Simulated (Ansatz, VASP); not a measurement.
## WSe2 in VASP and in Ansatz

```xyz
3
Lattice="3.2790 0.0000 0.0000 -1.6395 2.8397 0.0000 0.0000 0.0000 32.7376" Properties=species:S:1:pos:R:3 pbc="T T T"
Se    0.0000    1.8931   14.6844
Se    0.0000    1.8931   18.0532
W     1.6395    0.9466   16.3688
```

Alike in both runs: task single point; functional PBE; dispersion D3(BJ); k mesh 6 × 6 × 1; occupations gaussian, width 0.1 eV; no spin polarisation.

|  | VASP | Ansatz |
| --- | --- | --- |
| version | VASP 6.6.1 | Ansatz 0.2.0 |
| potentials or method | VASP PAW PBE potentials, release 64 (Se, W_sv) | scalar-relativistic, plane waves, PAW |
| plane-wave cutoff (eV) | 520 | 420 |
| valence electrons in the cell | 26 | 46 |

```tsv
	VASP	Ansatz	Ansatz less VASP
gap on the k mesh at the Fermi level (eV)	1.65	1.65	-0.001
least direct gap on the mesh (eV)	1.69	1.69	+0.003
rms of the force components (eV/Å)	0.046	0.024	-0.0225
```

The two sets of potentials don't hold the same shells in valence.

Caveats: spin-orbit coupling is left out, which moves the levels of the heavy elements. Expect the measured gap to be larger: semilocal functionals such as PBE lack the derivative discontinuity.
